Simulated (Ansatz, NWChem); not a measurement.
## CH4N2O (urea): from total energies to a heat of formation

CH4N2O has 8 atoms, charge 0, and is taken as a singlet. SMILES: `NC(N)=O`. The shape is that of a PBE0-D4/def2-TZVP optimisation. This is one conformer, not always the lowest.

Total energies at PBE/def2-SVPD (NWChem 7.3.0); the atoms run unrestricted:

```tsv
species	state	energy (Eh)
CH4N2O	singlet	-224.877811
N	quartet	-54.467748
C	triplet	-37.752188
O	triplet	-74.924214
H	doublet	-0.498629
```

Harmonic wavenumbers at PBE0-D4/def2-TZVP, in cm⁻¹: 374, 439, 475, 539, 544, 582, 792, 973, 1049, 1180, 1434, 1629, 1633, 1825, 3604, 3609, 3723, 3723.

Measured heats of formation of the gaseous atoms at 298.15 K, in kJ/mol: N 472.4, C 716.9, O 249.2, H 218.0. Spin-orbit lowering of the atoms at 298 K (mean of the ground term's levels less their thermal mean, from spectra), in kJ/mol: C 0.02, O 0.40. Take 1 Eh = 2625.50 kJ/mol, 1 cm⁻¹ = 0.0119627 kJ/mol, RT = 2.479 kJ/mol.

**Question.** What heat of formation follows?

**Answer.** 
1. Electronic atomisation energy: 2 × (-54.467748) + (-37.752188) + (-74.924214) + 4 × (-0.498629) − (-224.877811) = 1.271397 Eh = 3338.1 kJ/mol.
2. Zero-point energy: half the sum of the wavenumbers, 14063.5 cm⁻¹ = 168.2 kJ/mol.
3. Thermal vibrational enthalpy, Σ hcν̃/(exp(hcν̃/kT) − 1): 4.2 kJ/mol. Translation, rotation and pV of a non-linear molecule: 4 RT = 9.9 kJ/mol.
4. The 8 free atoms carry 5/2 RT each: 49.6 kJ/mol.
5. Spin-orbit coupling lowers the free atoms by 0.02 + 0.40 = 0.4 kJ/mol.
6. Atomisation enthalpy at 298 K: 3338.1 − 0.4 − 168.2 − 4.2 − 9.9 + 49.6 = 3205.0 kJ/mol.
7. Sum of the atoms' heats of formation: 2782.9 kJ/mol. Heat of formation: 2782.9 − 3205.0 = -422.1 kJ/mol.

The tabulated value is -245.8 kJ/mol (CRC Handbook of Chemistry and Physics; in doubt, as an older value, an estimate or one at odds with other calculations), so this level is off by -176.3 kJ/mol, or 5.8 % of the atomisation enthalpy that the table implies (3028.8 kJ/mol). Gradient-corrected functionals often overbind somewhat. Anharmonicity and any spin-orbit splitting of the molecule are left out.
